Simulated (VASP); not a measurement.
Set up this calculation in VASP 6.6.1, as the native input.

```yaml
Task: single point
Functional: PBE
Potentials_or_basis: VASP PAW PBE potentials, release 64 (Zn, Cu)
Cutoff: 520 eV
k_mesh: 14 × 14 × 14
Occupations: fermi-dirac, width 0.08 eV
Spin: no spin polarisation
Dipole_correction: no
Further_INCAR_settings: ALGO = Fast; EDIFF = 1e-07; NBANDS = 18
```

The structure of ZnCu lies in POSCAR:

```
ZnCu
1.0
    2.9252343038      0.0000000000      0.0000000000
    0.0000000000      2.9252343038      0.0000000000
    0.0000000000      0.0000000000      2.9252343038
Zn Cu
1 1
Direct
    0.5000000000      0.5000000000      0.5000000000
    0.0000000000      0.0000000000      0.0000000000
```

The cell isn't the ideal one: volume scaled by 0.98.

The input as run:

INCAR

```
PREC     = Accurate       # precision mode
ENCUT    = 520            # plane-wave cutoff, eV
EDIFF    = 1E-7           # SCF threshold, eV
ISMEAR   = -1             # smearing method
SIGMA    = 0.08           # smearing width, eV
LREAL    = F              # projectors in reciprocal space
LASPH    = T              # aspherical terms in the spheres
NELM     = 100            # most SCF steps
ALGO     = Fast           # electronic algorithm
ISIF     = 2              # what is computed and relaxed
LWAVE    = F              # write WAVECAR
LCHARG   = F              # write CHGCAR
GGA      = PE             # functional
NBANDS   = 18             # bands
```

KPOINTS

```
regular mesh
0
Gamma
  14 14 14
```

Potentials or basis: VASP PAW PBE potentials, release 64 (Zn, Cu).

Command:

```sh
$ cat potpaw_PBE.64/Zn/POTCAR potpaw_PBE.64/Cu/POTCAR > POTCAR
$ mpirun -np 1 vasp_std > vasp.out
```

Results of the run:

```yaml
Pressure: 5.4 GPa
Band_gap_on_the_k_mesh: none (metal or under the smearing width)
```

Run time: 21 s on 1 thread of Intel(R) Xeon(R) 6975P-C (Granite Rapids), with other jobs on the host, peak memory 0.18 GiB.
